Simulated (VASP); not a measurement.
A run of VASP 6.6.1:

File INCAR:

```
SYSTEM = Os
PREC = Accurate
ENCUT = 600
EDIFF = 1E-6
ISMEAR = -1
SIGMA = 0.05
LREAL = .False.
LASPH = .True.
NELM = 60
ALGO = Fast
ISIF = 3
LWAVE = .False.
LCHARG = .False.
GGA = OR
LUSE_VDW = .True.
AGGAC = 0.0
IBRION = 2
NSW = 40
EDIFFG = -0.01
```

KPOINTS

```
regular mesh
0
Gamma
  11 11 6
  0 0 0
```

Contents of POSCAR:

```
Os
1.0
    2.7341000000      0.0000000000      0.0000000000
   -1.3670500000      2.3678000565      0.0000000000
    0.0000000000      0.0000000000      4.3197000000
Os
2
Direct
    0.6666666667      0.3333333333      0.7500000000
    0.3333333333      0.6666666667      0.2500000000
```

Potentials or basis: VASP PAW PBE potentials, release 64 (Os).

The run is started by

```console
$ cat potpaw_PBE.64/Os/POTCAR > POTCAR
$ mpirun -np 1 vasp_std > vasp.out
```

Hardware: 1 thread of Intel(R) Xeon(R) 6975P-C (Granite Rapids) (shared host).

Task: How long does it take, and how much memory?

Result: Wall time 3.7 min on 1 thread of Intel(R) Xeon(R) 6975P-C (Granite Rapids), on a shared host, peak memory 0.32 GiB. Counts: scf iterations 70, k points 64, ion steps 9.
